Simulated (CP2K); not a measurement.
Runs of CP2K 2026.2 on Ti2C. It takes space group R-3m (No. 166, trigonal). Conventional cell: a = 3.081 Å, b = 3.081 Å, c = 14.441 Å, α = 90.00°, β = 90.00°, γ = 120.00°. Ti (site symmetry 3m) is surrounded by 3 C at 2.11 Å. C (site symmetry -3m) has 6 Ti at 2.11 Å as nearest neighbours. The cell comes from a database or a generator and needn't be the stable form of this composition.

| task | level | potentials or basis | cell | k mesh | smearing | k points reduced by the point group | NGRIDS | points a segment of the path (NPOINTS) | bands added on the path | CUTOFF of the grids | gap on the mesh (eV) | pressure (GPa) | largest force (eV/Å) |
| --- | --- | --- | --- | --- | --- | --- | --- | --- | --- | --- | --- | --- | --- |
| band structure | SCAN | POTENTIAL_UZH Ti GTH-SCAN-q12, C GTH-SCAN-q4; TZVP-MOLOPT-SCAN-GTH basis | as given | 10 × 10 × 10 | fermi-dirac 0.01 eV | yes | 4 | 10 | 2 | 675 Ry | none | -0.6 | 0.33 |
| band structure | TASK | POTENTIAL_UZH Ti GTH-SCAN-q12, C GTH-SCAN-q4; TZVP-MOLOPT-SCAN-GTH basis | as given | 10 × 10 × 10 | fermi-dirac 0.01 eV | yes | 5 | 6 | 4 | 675 Ry | none | (b) | (a) |
| band structure | r2SCAN | POTENTIAL_UZH Ti GTH-SCAN-q12, C GTH-SCAN-q4; TZVP-MOLOPT-SCAN-GTH basis | as given | 10 × 10 × 10 | fermi-dirac 0.05 eV | yes | 4 | 8 | 2 | 675 Ry | none | 0.6 | - |
| band structure | LDA | GTH_POTENTIALS Ti GTH-PADE-q12, C GTH-PADE-q4; TZVP-MOLOPT-PBE-GTH basis | as given | 10 × 10 × 10 | fermi-dirac 0.01 eV | yes | 5 | 10 | 2 | 450 Ry | none | -9.0 | 0.29 |
| relaxation of cell and atoms | LDA | GTH_POTENTIALS Ti GTH-PADE-q12, C GTH-PADE-q4; TZVP-MOLOPT-PBE-GTH basis | relaxed | 8 × 8 × 8 | fermi-dirac 0.1 eV | - | 4 | - | - | 450 Ry | none | 0.0 | - |

Alike in all rows: no spin polarisation.

Task: Estimate the missing entries.

Result: (a) 0.10; (b) 6.9.

Caveats: the basis of atomic orbitals isn't converged, which shifts pressures, moduli and gaps; the potentials were made for another functional, which shifts forces and pressure (some runs).

A k mesh can miss the band edges.

A gap of «none» marks a metal or a gap under the smearing width.

Not every run made on this cell is shown here.
